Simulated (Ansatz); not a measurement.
BN (zincblende) was put through Ansatz (plane waves). The geometry is the r2SCAN minimum.

The cell given to it:
```
B N
1.0
     0.00000    1.80483    1.80483
     1.80483    0.00000    1.80483
     1.80483    1.80483    0.00000
B N
1 1
Direct
  0.00000 0.00000 0.00000
  0.25000 0.25000 0.25000
```

Main lines of the log:
```
scf.n_extra_bands = 4 over 4 filled bands (N_el = 8.0): the run solves 8 bands
Functional definition: HF
Crystal: 2 atoms, lattice volume = 11.758 Å³
Basis set: ecut = 420 eV, 259 PW (Γ)
Bands: 8, of which v1, the nominal top of the filled ones, is band 4 counted from 1 (3 counted from 0)
Symmetry: 24 space group operations
Space group: F-43m (ITA 216)
k-points: 29 of 512 (time reversal used)
preconditioner: auto → none  [insulator: Δε(μ)=13.249 eV  ℏωp=30.6 eV]
hybrid outer 1: dexx = +1.503e-1 eV, tail = 1.39e-3 eV
hybrid outer 2: dexx = +1.043e-4 eV, tail = 6.99e-6 eV, Δε = 3.50e-2 eV
hybrid outer 3: dexx = +1.096e-6 eV, tail = 5.42e-8 eV, Δε = 7.04e-4 eV, ΔF = 3.70e-17 eV/Å
hybrid SCF converged: 3 outer / 18 inner (+3 warm-up)
Free energy (F): -531.969708 eV
Fermi energy:    7.447728 eV
--- Per-component energies (eV) ---
  E_band       = -25.054962
  E_kinetic    = 187.313121
  E_local      = -173.563735
  E_nonlocal   = 53.238645
  E_hartree    = 50.238369
  E_xc         = 0.000000
  E_vxc        = 0.000000
  E_exx        = -92.598466
  E_paw        = -197.561385
  E_vpaw       = -7.321912
  E_ewald      = -358.915735
  E_core_change = -0.120625
--- Forces (eV/Å), atoms counted from 1 ---
  atom   1  B       0.00000      0.00000      0.00000
  atom   2  N       0.00000      0.00000      0.00000
--- Stress (GPa, compression-positive) ---
       -3.748499       0.000000       0.000000
        0.000000      -3.748499       0.000000
        0.000000       0.000000      -3.748499
  P = ⅓ Tr σ = -3.7485 GPa (-37.485 kbar)
--- Band table (eV; the first three rows and the last of 29) ---
  k-point 0: bands = [-19.9635, 7.4477, 7.4477, 7.4477, 26.8844, 26.8844, 26.8844, 28.8816]
  k-point 1: bands = [-19.4735, 5.0580, 6.9797, 6.9797, 27.2233, 27.6197, 27.6197, 30.4294]
  k-point 2: bands = [-18.0575, 0.2479, 6.0132, 6.0132, 27.6923, 28.8037, 28.8037, 33.0577]
  k-point 28: bands = [-12.5212, -2.9263, -1.5411, -0.6713, 27.3567, 32.7364, 32.7814, 34.4681]
```

The file bands.tsv (bands near the Fermi energy, numbered from 0, rounded):
```tsv
# k_distance	band_0	band_1	band_2	band_3	band_4	band_5	band_6	band_7
# fermi_ev = 7.447728
# [0, 0, 0] at k_distance = 0.000000
# [-0.5, -0.5, 0] at k_distance = 1.740663
# [-0.375, -0.375, 0.25] at k_distance = 2.356080
# [-0.375, 0, 0.375] at k_distance = 3.422014
# [0, 0, 0.5] at k_distance = 4.487948
# [-0.5, -0.25, 0.25] at k_distance = 5.718783
# [0, 0.5, 0.5] at k_distance = 7.664903
# levels_relative_to = fermi_ev
0.000	-27.411	0.000	0.000	0.000	19.437	19.437	19.437	21.434
1.741	-20.294	-12.031	-6.372	-6.372	13.734	19.081	31.672	31.672
2.356	-20.243	-11.006	-9.760	-5.285	16.624	23.864	28.713	29.798
3.422	-20.243	-11.006	-9.760	-5.285	16.624	23.864	28.713	29.798
4.488	-22.097	-14.062	-2.531	-2.531	20.749	21.600	21.600	27.420
5.719	-19.969	-10.374	-8.989	-8.119	19.909	25.289	25.334	27.020
7.665	-20.294	-12.031	-6.372	-6.372	13.734	19.081	31.672	31.672
```
In order the rows are Γ, X, U, K, L, W, X.

Question: Reconstruct the input.

Answer:
```yaml
crystal:
  # lattice and atoms as above
kpoints:
  mp_grid: { grid: [8, 8, 8] }
  band_path:
    path:
      - [0.0, 0.0, 0.0]
      - [-0.5, -0.5, 0.0]
      - [-0.375, -0.375, 0.25]
      - [-0.375, 0.0, 0.375]
      - [0.0, 0.0, 0.5]
      - [-0.5, -0.25, 0.25]
      - [0.0, 0.5, 0.5]
    npoints: 1
hamiltonian:
  xc: hf
scf:
  occupations: { method: fixed }
  n_extra_bands: 4
output:
  forces: true
  stress: true
  eigenvalues: true
```
The exchange loop and the term E_exx show exact exchange. A single point prints forces and stress when the output block asks for them. Keys that only write grids to files are left aside. Not every key shows in the log; this is the file that was used.

Command: `ansatz run input.yaml --threads 4 --pin off --max-ram 7372MiB --backend cpu --events-out ev --progress --plain --runs-dir out`. It took 7.5 s on 4 threads of Arm Neoverse V2, on a shared host; peak host memory 0.63 GiB.

Calculated for a static, non-magnetic cell.

The program warns that its thresholds are loose for a hybrid's stress.
